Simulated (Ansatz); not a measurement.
Ge: from a guess to a relaxed structure

All numbers below come from DFT PBE, scalar-relativistic, plane waves, PAW in Ansatz 0.2.0. Cutoff 420 eV, Gaussian smearing, Γ-centred meshes. Cell and atoms relax first on a coarse mesh and then on a finer one. In between, the cell is made exact in the group found at 0.06 Å. In metals the finer mesh still leaves noise of several meV/atom or more. The steps can't lower the symmetry of their start. No spin polarisation.

Recipe of this trial structure of Ge: 4-, 6-connected net of one element (I4_1/amd, No. 141). Its size is a rough estimate.

```
Ge
1.0
    -3.18255    3.18255    2.20373
     3.18255   -3.18255    2.20373
     3.18255    3.18255   -2.20373
Ge
6
Direct
  0.00000 0.00000 0.00000
  0.75000 0.25000 0.50000
  0.37500 0.62500 0.75000
  0.37500 0.12500 0.75000
  0.37500 0.62500 0.25000
  0.87500 0.62500 0.25000
```

Energies count from the standard state of Ge at the same level.

Problem. What does it relax into?

Solution. The symmetry stays I4_1/amd (No. 141). The volume per atom grows by 43.0 %, from 14.9 to 21.3 Å³. The shortest distance goes from 2.29 Å (Ge–Ge) to 2.55 Å (Ge–Ge). The energy falls by about 0.67 eV/atom (the start's value is from the coarse mesh). Conventional cell: a = 7.338 Å, c = 4.742 Å. Around Ge on a site of symmetry -4m2 lie 4 Ge at 2.55 Å; Ge on a site of symmetry 2/m is surrounded by 2 Ge at 2.55 Å and 4 Ge at 2.85 Å.

```cif
data_structure
_symmetry_space_group_name_H-M 'I4_1/amd:1'
_symmetry_Int_Tables_number 141
_cell_length_a 7.3378
_cell_length_b 7.3378
_cell_length_c 4.7417
_cell_angle_alpha 90.000
_cell_angle_beta 90.000
_cell_angle_gamma 90.000
_cell_volume 255.31
loop_
_atom_site_label
_atom_site_type_symbol
_atom_site_symmetry_multiplicity
_atom_site_Wyckoff_symbol
_atom_site_fract_x
_atom_site_fract_y
_atom_site_fract_z
_atom_site_occupancy
Ge1 Ge 4 a 0.00000 0.00000 0.00000 1
Ge2 Ge 8 d 0.00000 0.75000 0.62500 1
```

Problem. How does it come out in energy, and is it a metal?

Solution.

- Energy over the standard state: +0.31 eV/atom
- Gap on the 10×10×10 mesh of the 6-atom cell: 0 eV (a metal)

It lies above the standard state, so it could only be metastable.

The last run used Gaussian smearing of 0.10 eV. A structure relaxed within its symmetry needn't be a true minimum. In all, the 3 runs took 4.2 min on 1 thread of Arm Neoverse V1 (shared host). Another cell of Ge relaxed alike, in Fd-3m, lies 0.31 eV/atom lower, so this cell isn't the stable form at this level.
